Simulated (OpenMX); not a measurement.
**GaN in OpenMX: convergence with ElectronicTemperature**

GaN:

```
Ga N
1.0
     3.18000    0.00000    0.00000
    -1.59000    2.75396    0.00000
     0.00000    0.00000    5.16600
Ga N
2 2
Direct
  0.66919 0.33628 0.49980
  0.32637 0.66978 0.99817
  0.66087 0.32980 0.87469
  0.33964 0.67698 0.37775
```

The cell isn't the ideal one: atoms moved at random, drawn with an rms of 0.02 Å.

| Item | Value |
| --- | --- |
| Program | OpenMX 3.8.5 |
| Task | convergence study |
| Functional | PBE |
| Potentials or basis | OpenMX 2013 PBE set, Ga7.0-s2p2d1, N6.0-s2p2, grid cutoff 500 Ry |
| k mesh | 7 × 7 × 5 |
| Occupations | fermi-dirac, width 0.25852 eV |
| Spin | no spin polarisation |

These are the settings of the first run; the series varies ElectronicTemperature, with any setting tied to it.

Hardware: 1 thread of Arm Neoverse V1, with other jobs on the host.

| ElectronicTemperature | energy less the tightest run, at zero smearing (meV/atom) | SCF cycles | CPU time (s) | peak memory (GiB) |
| --- | --- | --- | --- | --- |
| 3000 K | 0.12 | 18 | 110 | 0.92 |
| 2000 K | 0.01 | 18 | 110 | 0.92 |
| 1200 K | 0.00 | 18 | 110 | 0.92 |
| 800 K | 0.00 | 18 | 110 | 0.92 |
| 500 K | 0.00 | 18 | 110 | 0.92 |
| 300 K | 0.00 | 18 | 110 | 0.92 |
| 150 K | 0.00 | 18 | 110 | 0.92 |
| 75 K | 0.00 | 18 | 110 | 0.92 |

Against the tightest run, the energy stays within 1 meV/atom from 3000 K on. The tightest run that finished is the yardstick and may itself not be fully converged.
